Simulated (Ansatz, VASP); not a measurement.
**One calculation of PbS (Galena), two programs**

File INCAR:

```
PREC = Accurate
ENCUT = 520
EDIFF = 1E-6
ISMEAR = -1
SIGMA = 0.05
LREAL = False
LASPH = True
NELM = 100
ALGO = Normal
ISIF = 2
LWAVE = False
LCHARG = False
METAGGA = R2SCAN
LMIXTAU = True
NBANDS = 17
```

Contents of KPOINTS:

```
regular mesh
0
Gamma
  8 8 8
```

Contents of POSCAR:

```
PbS
1.0
    0.0000000000      2.9657500000      2.9657500000
    2.9657500000      0.0000000000      2.9657500000
    2.9657500000      2.9657500000      0.0000000000
Pb S
1 1
Direct
    0.0000000000      0.0000000000      0.0000000000
    0.5000000000      0.5000000000      0.5000000000
```

Contents of KPOINTS_OPT:

```
path GXWKGLUWLK,UX
15
line-mode
reciprocal
 0.0000000000  0.0000000000  0.0000000000  G
 0.5000000000  0.0000000000  0.5000000000  X

 0.5000000000  0.0000000000  0.5000000000  X
 0.5000000000  0.2500000000  0.7500000000  W

 0.5000000000  0.2500000000  0.7500000000  W
 0.3750000000  0.3750000000  0.7500000000  K

 0.3750000000  0.3750000000  0.7500000000  K
 0.0000000000  0.0000000000  0.0000000000  G

 0.0000000000  0.0000000000  0.0000000000  G
 0.5000000000  0.5000000000  0.5000000000  L

 0.5000000000  0.5000000000  0.5000000000  L
 0.6250000000  0.2500000000  0.6250000000  U

 0.6250000000  0.2500000000  0.6250000000  U
 0.5000000000  0.2500000000  0.7500000000  W

 0.5000000000  0.2500000000  0.7500000000  W
 0.5000000000  0.5000000000  0.5000000000  L

 0.5000000000  0.5000000000  0.5000000000  L
 0.3750000000  0.3750000000  0.7500000000  K

 0.6250000000  0.2500000000  0.6250000000  U
 0.5000000000  0.0000000000  0.5000000000  X
```

File input.yaml:

```yaml
crystal:
  lattice:
    - [0.0, 2.96575, 2.96575]
    - [2.96575, 0.0, 2.96575]
    - [2.96575, 2.96575, 0.0]
  atoms:
    - { symbol: Pb, position: [0.0, 0.0, 0.0] }
    - { symbol: S, position: [0.5, 0.5, 0.5] }
hamiltonian:
  xc: r2scan
  pseudopotentials: { kind: paw }
kpoints:
  mp_grid: { grid: [8, 8, 8] }
  band_path:
    path:
      - [[0.0, 0.0, 0.0], [0.5, 0.0, 0.5], [0.5, 0.25, 0.75], [0.375, 0.375, 0.75], [0.0, 0.0, 0.0], [0.5, 0.5, 0.5], [0.625, 0.25, 0.625], [0.5, 0.25, 0.75], [0.5, 0.5, 0.5], [0.375, 0.375, 0.75]]
      - [[0.625, 0.25, 0.625], [0.5, 0.0, 0.5]]
    npoints: 14
scf:
  occupations: { method: fermi_dirac, width: 0.05 }
  n_extra_bands: 6
output:
  forces: true
  stress: true
  eigenvalues: true
  fatbands: true
```

Alike in both runs: task band structure; functional r2SCAN; k mesh 8 × 8 × 8; occupations fermi-dirac, width 0.05 eV; no spin polarisation.

|  | VASP | Ansatz |
| --- | --- | --- |
| version | VASP 6.6.1 | Ansatz 0.2.0 |
| potentials or method | VASP PAW PBE potentials, release 64 (Pb_d, S) | Ansatz PAW |
| plane-wave cutoff (eV) | 520 | 500 |
| valence electrons in the cell | 20 | 20 |

```csv
,VASP,Ansatz,Ansatz less VASP
gap on the k mesh at the Fermi level (eV),0.62,0.61,-0.010
least direct gap on the mesh (eV),0.62,0.61,-0.010
gap along the band path (eV),0.62,0.61,-0.010
pressure (GPa),1.3,1.3,-0.01
```

With one functional, cell and mesh, what is left measures potentials, basis and numerics.

Caveats: spin-orbit coupling is left out, which as a rule narrows the gap of such compounds by several tenths of an eV; the PAW data sets were made with another functional, which shifts forces and pressure a little (VASP); the PAW data sets come from PBE, with cores solved anew for the run's functional, which leaves a small shift of forces and pressure (Ansatz).
